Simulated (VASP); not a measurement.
Si11Ge5: relaxation of cell and atoms with PBEsol

Si11Ge5:

```
Si Ge
1.0
     0.00000    5.50081    5.50081
     5.50053    0.00028    5.50053
     5.50081    5.50081    0.00000
Si Ge
11 5
Direct
  0.37762 0.37784 0.37227
  0.37642 0.87092 0.37623
  0.37642 0.87092 0.87642
  0.87227 0.37784 0.37227
  0.87227 0.37784 0.87762
  0.87623 0.87092 0.87642
  0.25385 0.74870 0.24872
  0.24866 0.75403 0.74866
  0.74872 0.25383 0.24872
  0.74872 0.74870 0.24872
  0.74872 0.74870 0.75385
  0.37355 0.37934 0.87355
  0.87504 0.87488 0.37504
  0.24855 0.24852 0.25439
  0.24855 0.24852 0.74855
  0.75439 0.24852 0.74855
```

The cell was built by a generator and needn't be a form met in nature.

| Property | Result |
| --- | --- |
| Program | VASP 6.6.1 |
| Task | relaxation of cell and atoms |
| Functional | PBEsol |
| Potentials or basis | VASP PAW PBE potentials, release 64 (Si, Ge_d) |
| Cutoff | 600 eV |
| k mesh | 6 × 6 × 5 |
| Occupations | gaussian, width 0.03 eV |
| Spin | no spin polarisation |
| Further INCAR settings | ALGO = Normal; EDIFF = 1e-07; IBRION = 2; EDIFFG = -0.005; NSW = 90; ISIF = 3 |

```json
{
  "Energy gained by relaxing": "0.0 meV/atom",
  "Ionic steps": "3",
  "Pressure after relaxing": "0.0 GPa",
  "Largest force after relaxing": "0.004 eV/Å",
  "Band gap on the k mesh": "0.27 eV, direct"
}
```

Forces on the atoms (eV/Å):
```
Si   0.001 -0.001  0.003
Si  -0.001  0.001 -0.001
Si  -0.001  0.001 -0.001
Si   0.001 -0.003  0.001
Si   0.003 -0.001  0.001
Si  -0.001  0.001 -0.001
Si   0.000  0.000  0.000
Si   0.000  0.000  0.000
Si  -0.001  0.001 -0.001
Si   0.000  0.000  0.000
Si   0.000  0.000  0.000
Ge   0.002 -0.002  0.002
Ge   0.000  0.000  0.000
Ge   0.000  0.002 -0.002
Ge  -0.002  0.000 -0.002
Ge  -0.002  0.002  0.000
```

Final structure:
```
CELL_PARAMETERS angstrom
0.00000 5.50062 5.50062
5.50105 -0.00043 5.50105
5.50062 5.50062 0.00000
ATOMIC_POSITIONS crystal
Si 0.37763 0.37782 0.37227
Si 0.37644 0.87088 0.37624
Si 0.37644 0.87088 0.87644
Si 0.87227 0.37782 0.37227
Si 0.87227 0.37782 0.87763
Si 0.87624 0.87088 0.87644
Si 0.25384 0.74873 0.24871
Si 0.24865 0.75406 0.74865
Si 0.74872 0.25385 0.24872
Si 0.74871 0.74873 0.24871
Si 0.74871 0.74873 0.75384
Ge 0.37355 0.37934 0.87355
Ge 0.87505 0.87485 0.37505
Ge 0.24854 0.24853 0.25439
Ge 0.24854 0.24853 0.74854
Ge 0.75439 0.24853 0.74854
```

Levels at points of the mesh, in eV from the valence-band top:
```
           k point  band 55  band 56  band 57  band 58  band 59  band 60
(0.00, 0.00, 0.00)    -0.03     0.00     0.00     0.27     0.47     0.47
(0.50, 0.00, 0.00)    -0.86    -0.78    -0.74     1.07     1.34     1.36
(0.00, 0.50, 0.00)    -0.93    -0.68    -0.68     1.11     1.32     1.32
(0.50, 0.50, 0.00)    -1.41    -1.36    -1.27     0.87     1.07     2.09
```

Wall time 18 min on 4 MPI ranks on Intel(R) Xeon(R) Platinum 8488C (Sapphire Rapids), with other jobs on the host, peak memory 1.9 GiB a rank.

Caveat: the PAW data sets were made with another functional, which shifts forces and pressure a little; an odd mesh through Γ misses points on the zone boundary, where band edges often lie.
